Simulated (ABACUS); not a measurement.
# Rh: equation of state with RPBE

**What was measured.**

“Thermal equation of state of rhodium characterized by XRD in a resistively heated diamond anvil cell”, 2024, pmc:11535440 quotes, for a bulk crystal of Rh: bulk modulus 264 ± 1 GPa.

Rh:

```
Rh
1.0
     0.00000    1.89785    1.89785
     1.89785    0.00000    1.89785
     1.89785    1.89785    0.00000
Rh
1
Direct
  0.00000 0.00000 0.00000
```

```
Program                                       : ABACUS 3.10.1
Task                                          : equation of state
Functional                                    : RPBE
Potentials or basis                           : PseudoDojo NC SR 0.4.1 PBE standard
Cutoff                                        : 1211 eV
Density cutoff                                : 4844 eV
Basis                                         : plane waves
k mesh                                        : 10 × 10 × 10
Occupations                                   : fermi-dirac, width 0.05 eV
Spin                                          : no spin polarisation
Radial cutoff of the potentials (pseudo_rcut) : 10 bohr
SCF threshold on the density                  : 1e-08
Max SCF steps                                 : 100
Eigensolver                                   : dav
Mixing                                        : broyden
Mixing share                                  : 0.7
Symmetry key                                  : 1
```

```json
{"Equilibrium volume": "14.32 Å³/atom", "Bulk modulus": "239 GPa", "Pressure derivative of the bulk modulus": "5.2 (rough: it moves with the points fitted)"}
```

Energy against volume, from the lowest point:
```csv
volume (Å³/atom),energy (meV/atom)
12.851,139.33
13.398,49.51
13.945,6.35
14.492,0.00
```

All runs of the series together: 12 s on 4 threads of Intel(R) Xeon(R) Platinum 8488C (Sapphire Rapids), with other jobs on the host.

A measured bulk modulus of Rh is 264 GPa (quoted in “Thermal equation of state of rhodium characterized by XRD in a resistively heated diamond anvil cell”, 2024, pmc:11535440); the calculated 239 GPa misses it by -9.5 %. The fit is for a static lattice scaled at fixed shape and fixed fractional positions.

Caveat: the potentials were made for another functional, which shifts forces and pressure. RPBE and its kin give volumes clearly too large for solids.
